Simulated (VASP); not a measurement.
SnTe: single point with r2SCAN

**Measured values to compare with.**

A printed reference work, textbook reports, for a bulk crystal of SnTe at 300 K: band gap 0.18 eV (direct).

Crystal: SnTe.

```xyz
2
Lattice="0.0000 3.1509 3.1509 3.1509 0.0000 3.1509 3.1509 3.1509 0.0000" Properties=species:S:1:pos:R:3 pbc="T T T"
Sn    0.0000    0.0000    0.0000
Te    3.1509    3.1509    3.1509
```

- Program: VASP 6.6.1
- Task: single point
- Functional: r2SCAN
- Potentials or basis: VASP PAW PBE potentials, release 64 (Sn_d, Te)
- Cutoff: 520 eV
- k mesh: 6 × 6 × 6
- Occupations: fermi-dirac, width 0.02 eV
- Spin: no spin polarisation

```yaml
Pressure: 1.7 GPa
Band_gap_on_the_k_mesh: 0.03 eV, direct
```

Levels at points of the mesh, in eV from the valence-band top:
```
           k point  band 6  band 7  band 8  band 9  band 10  band 11  band 12  band 13  band 14  band 15
(0.00, 0.00, 0.00)  -13.59   -4.82   -2.58   -2.58    -2.58     3.35     3.35     3.35     4.87     4.87
(0.50, 0.00, 0.00)  -12.22   -8.90   -2.21   -2.21     0.00     0.03     0.19     0.19     8.13     9.03
(0.50, 0.50, 0.00)  -11.90   -6.86   -6.07   -4.21    -4.21     2.23     5.03     5.03     6.63     9.10
```

Wall time 97 s on 1 thread of AMD EPYC 7R13 Processor (Zen 3), on a shared host, peak memory 0.18 GiB.

Measured gap of SnTe: 0.18 eV (direct; 300 K; a printed reference work, textbook). This calculation gives 0.03 eV (-0.15 eV). Spin-orbit coupling on Sn, Te is left out. The value is that of r2SCAN on a finite k mesh, which can miss the band edges, without temperature or zero-point motion.

Caveat: the PAW data sets were made with another functional, which shifts forces and pressure a little; spin-orbit coupling is left out, which moves the levels of the heavy elements.
